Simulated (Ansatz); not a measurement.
**ZnO: relaxed-ion elastic tensor**

Theory: DFT PBE, scalar-relativistic, plane waves, PAW (Ansatz). Plane waves to 420 eV; Γ-centred k mesh 12×12×4; fixed occupations. No spin polarisation.

Relaxed structure:
```yaml
crystal:
  lattice:
    - [3.27181, 0.00000, 0.00000]
    - [-1.63591, 2.83347, 0.00000]
    - [0.00000, 0.00000, 10.63000]
  atoms:
    - { symbol: Zn, position: [0.66667, 0.33333, 0.84410] }
    - { symbol: Zn, position: [0.33333, 0.66667, 0.34410] }
    - { symbol: Zn, position: [0.00000, 0.00000, 0.59431] }
    - { symbol: Zn, position: [0.00000, 0.00000, 0.09431] }
    - { symbol: O, position: [0.66667, 0.33333, 0.65592] }
    - { symbol: O, position: [0.33333, 0.66667, 0.15592] }
    - { symbol: O, position: [0.00000, 0.00000, 0.40568] }
    - { symbol: O, position: [0.00000, 0.00000, 0.90568] }
```

The cell was found from a structure generator's guess, not taken from experiment.

Q: Give the relaxed-ion elastic constants (GPa, Voigt order xx yy zz yz xz xy, on the Cartesian axes of the cell above).

A:
```
188.2 110.0  88.7   0.0   0.0   0.0
110.0 188.2  88.7   0.0   0.0   0.0
 88.5  88.5 209.1   0.0   0.0   0.0
  0.0   0.0   0.0  36.0   0.0   0.0
  0.0   0.0   0.0   0.0  36.0   0.0
  0.0   0.0   0.0   0.0   0.0  39.1
```

Q: Is the crystal stable against homogeneous strain?

A: Yes: the least eigenvalue of the tensor is 36.0 GPa.

Q: And the moduli of a polycrystal (Hill averages)?

A: B = 129 GPa, G = 41 GPa, E = 112 GPa, ν = 0.36.
